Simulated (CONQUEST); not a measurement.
# Cu under changes of volume

One of the cells (11.458 Å³/atom); the others are scaled copies at fixed shape and fractional positions:

```
Cu
1.0
     2.75216    0.00000    0.00000
     0.00000    2.88559    0.00000
     0.00000    0.00000    2.88559
Cu
2
Direct
  0.00000 0.00000 0.00000
  0.50000 0.50000 0.50000
```

This isn't the form of Cu at room conditions, which is fcc.

| Property | Result |
| --- | --- |
| Program | CONQUEST 1.3 |
| Functional | PBE |
| Potentials or basis | PseudoDojo NC PBE, DZP, grid of 32 × 32 × 32 points |
| k mesh | 7 × 7 × 7 |
| Occupations | fermi-dirac, width 0.05 eV |
| Spin | no spin polarisation |

```tsv
volume (Å³/atom)	energy over the lowest point (meV/atom)	pressure (GPa)
10.771	?	?
11.000	46.42	15.2
11.229	27.43	10.9
11.458	13.76	7.7
11.687	4.78	5.0
11.916	0.97	1.8
12.146	0.00	-0.4
```

Question: What does the run at 10.771 Å³/atom give?

Answer: Energy over the lowest point 71.21 meV/atom; pressure 19.7 GPa.

Worked out: A Birch-Murnaghan fit of order 3 (a polynomial in V^(-2/3)) to the other rows has its minimum at 12.07 Å³/atom with B0 = V·E''(V) = 128 GPa and B' = 5.9 at fixed shape and positions, which overstates the stiffness. It gives 71.95 meV/atom at 10.771 Å³/atom, against the run's 71.21, and -dE/dV = 20.2 GPa, against 19.7.

Energies are extrapolated to zero smearing.

Caveats: the basis of atomic orbitals isn't converged, which shifts pressures, moduli and gaps.
